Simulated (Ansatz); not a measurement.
Crystal: CuO.

```
Cu O
1.0
     4.16094    0.00000    0.00000
     0.00000    4.16094    0.00000
     0.00000    0.00000    3.88764
Cu O
3 3
Direct
  0.97755 0.98817 0.96033
  0.03967 0.52611 0.51817
  0.48116 0.99342 0.50592
  0.01104 0.50282 0.97548
  0.46136 0.98875 0.98674
  0.02922 0.00073 0.55336
```

The cell comes from a database or a generator and needn't be the stable form of this composition.

```yaml
Program: Ansatz 0.2.0
Task: relaxation of cell and atoms
Functional: BLYP
Dispersion: D3(BJ)
Potentials_or_basis: Ansatz PAW
Cutoff: "420 eV (not typed: the program's choice for these potentials)"
k_mesh: 7 × 7 × 7
Occupations: fermi-dirac, width 0.05 eV
Spin: no spin polarisation
```

At the start: volume 11.22 Å³/atom.

Q: How do energy, volume and symmetry change on relaxing?

A: It ends after 7 steps and the volume is 11.13 Å³/atom (-0.8 %); space group P4/mmm (No. 123, to 0.05 Å).

Step by step:
| step | energy change (eV) | largest force (eV/Å) | volume (Å³) |
| --- | --- | --- | --- |
| 1 | 0.0000 | 10.1187 | 67.31 |
| 2 | -1.1274 | 5.8200 | 67.01 |
| 3 | -2.0478 | 0.0724 | 66.91 |
| 4 | -2.0524 | 0.0049 | 67.02 |
| 5 | -2.0540 | 0.0006 | 66.82 |
| 6 | -2.0541 | 0.0001 | 66.79 |
| 7 | -2.0516 | 0.0001 | 66.79 |

Final structure:
```
Cu O
1.0
     4.13940    0.00000    0.00001
     0.00000    4.13940    0.00000
     0.00001    0.00000    3.89806
Cu O
3 3
Direct
  0.00001 0.00001 0.00000
  0.99996 0.50000 0.50000
  0.50001 0.99998 0.50000
  0.00000 0.50001 0.00000
  0.50001 0.00000 0.00000
  0.00001 0.00001 0.50000
```

Caveat: the plane-wave basis is chosen anew once the cell has moved, so the energies of steps on either side of that aren't comparable; the pressure holds a Pulay correction of +0.8 GPa for the finite cutoff; an odd number of electrons without spin polarisation forces a metal; a magnetic or distorted state may lie lower; the run has no spin polarisation, though such a crystal can be magnetic; pairwise dispersion overbinds metals, which lowers pressure and volume; the PAW data sets come from PBE, with cores solved anew for the run's functional, which leaves a small shift of forces and pressure.
